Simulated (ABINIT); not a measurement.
## Fe: band structure with PBEsol

Fe:

```
CELL_PARAMETERS angstrom
-1.44300 1.44300 1.44300
1.44300 -1.44300 1.44300
1.44300 1.44300 -1.44300
ATOMIC_POSITIONS crystal
Fe 0.00000 0.00000 0.00000
```

```
Program                                         : ABINIT 10.8.3 (patched build)
Task                                            : band structure
Functional                                      : PBEsol
Potentials or basis                             : JTH PAW PBE v2.0
Cutoff                                          : 707 eV
k mesh                                          : 13 × 13 × 13
Occupations                                     : fermi-dirac, width 0.05 eV
Spin                                            : collinear spin, ferromagnetic start
Starting moments                                : [3.0] μB
Fine-grid cutoff                                : 1306.15 eV
Exchange and correlation inside the PAW spheres : full angular mesh (pawxcdev 0, this build's default; the released program takes 1)
```

```yaml
Pressure: -18.2 GPa
Band_gap_on_the_k_mesh: none (metal or under the smearing width)
Net_moment: 2.27 μB per cell
Site_moments: Fe +2.32 μB
Valence_electrons_inside_the_program's_atomic_spheres: Fe 14.38 (radii [1.1194] Å)
```

Levels at the corners of the path, in eV from the Fermi level:
Spin up:
```csv
point,band 6,band 7,band 8,band 9,band 10,band 11,band 12,band 13
Γ,-2.19,-2.19,-2.19,-1.03,-1.03,24.09,24.09,24.09
H,-4.51,0.05,0.05,0.05,9.34,9.34,9.34,15.03
N,-3.19,-0.99,-0.86,0.30,0.37,6.82,17.65,19.11
Γ,-2.19,-2.19,-2.19,-1.03,-1.03,24.09,24.09,24.09
P,-3.08,-3.08,-0.83,-0.83,8.17,8.17,8.17,10.01
H,-4.51,0.05,0.05,0.05,9.34,9.34,9.34,15.03
```
Spin down:
```tsv
point	band 5	band 6	band 7	band 8	band 9	band 10
Γ	-7.99	-0.17	-0.17	-0.17	1.69	1.69
H	-2.68	-2.68	2.37	2.37	2.37	9.68
N	-3.32	-1.37	0.54	1.57	1.93	2.65
Γ	-7.99	-0.17	-0.17	-0.17	1.69	1.69
P	-1.59	-1.59	-1.59	1.97	1.97	9.16
H	-2.68	-2.68	2.37	2.37	2.37	9.68
```

Run time: 61 s on 1 thread of Arm Neoverse V1 (shared host), peak memory 0.13 GiB.

Caveat: so large a pressure means that the cell lies far from this level's equilibrium, or that cutoff or potentials fall short; the potentials were made for another functional, which shifts forces and pressure.
